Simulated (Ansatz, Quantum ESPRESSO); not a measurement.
This is a calculation of P for Ansatz 0.2.0. Atoms were shifted at random by some hundredths of an Å from the given cell, which wasn't relaxed again for these runs. 

File input.yaml:

```yaml
crystal:
  lattice:
    - [1.6477431241, -5.4650377251, 0.0]
    - [1.6477431241, 5.4650377251, 0.0]
    - [0.0, 0.0, 4.54363559]
  atoms:
    - { symbol: P, position: [0.912619, 0.107178, 0.593242] }
    - { symbol: P, position: [0.094229, 0.90635, 0.4141] }
    - { symbol: P, position: [0.591815, 0.406721, 0.093499] }
    - { symbol: P, position: [0.400676, 0.582771, 0.905946] }
kpoints:
  mp_grid: { grid: [8, 8, 6] }
scf:
  occupations: { method: fermi_dirac, width: 0.05 }
hamiltonian:
  xc: pbesol
  pseudopotentials: { kind: all_electron, lapw: { basis_error: 0.001 } }
output:
  forces: true
  stress: true
  eigenvalues: true
  populations: true
```

Potentials or basis: all-electron LAPW, scalar-relativistic.

Command:

```sh
$ ansatz run input.yaml --threads 2 --pin off --max-ram 8192MiB --backend cpu --events-out ev --progress --plain --runs-dir out
```

Problem. What does the same run look like in Quantum ESPRESSO 7.5? Potentials or basis there: GBRV 1.5 PBEsol, cutoff 612 eV.

Solution. As run (cutoffs and basis follow the program's own potentials, and thresholds, step limits or extra output files can differ):

pw.in

```
&CONTROL
  calculation = 'scf'
  prefix = 'pwscf'
  outdir = './tmp'
  pseudo_dir = './pseudo'
  tprnfor = .true.
  tstress = .true.
  disk_io = 'nowf'
/
&SYSTEM
  ibrav = 0
  nat = 4
  ntyp = 1
  ecutwfc = 45
  ecutrho = 360
  nbnd = 16
  occupations = 'smearing'
  smearing = 'fd'
  degauss = 0.00367493
/
&ELECTRONS
  conv_thr = 8d-10
  electron_maxstep = 120
  mixing_beta = 0.5
/
ATOMIC_SPECIES
P     30.9738 p_pbesol_v1.5.uspp.F.UPF
CELL_PARAMETERS angstrom
   1.6477431241   -5.4650377251    0.0000000000
   1.6477431241    5.4650377251    0.0000000000
   0.0000000000    0.0000000000    4.5436355900
ATOMIC_POSITIONS crystal
P      0.9126190000    0.1071780000    0.5932420000
P      0.0942290000    0.9063500000    0.4141000000
P      0.5918150000    0.4067210000    0.0934990000
P      0.4006760000    0.5827710000    0.9059460000
K_POINTS automatic
8 8 6 0 0 0
```

Potentials or basis: GBRV 1.5 PBEsol.

Run with:

```bash
$ OMP_NUM_THREADS=1 mpirun -n 2 pw.x -nk 2 -in pw.in > pw.out
```

Both were run:

|  | Ansatz | Quantum ESPRESSO |
| --- | --- | --- |
| Pressure | 1.4 GPa | 1.3 GPa |
| Largest force | 1.404 eV/Å | 1.406 eV/Å |

Where Ansatz's input types no cutoff or centring, it takes its own default and a Γ-centred mesh.

Pressure is positive in compression.
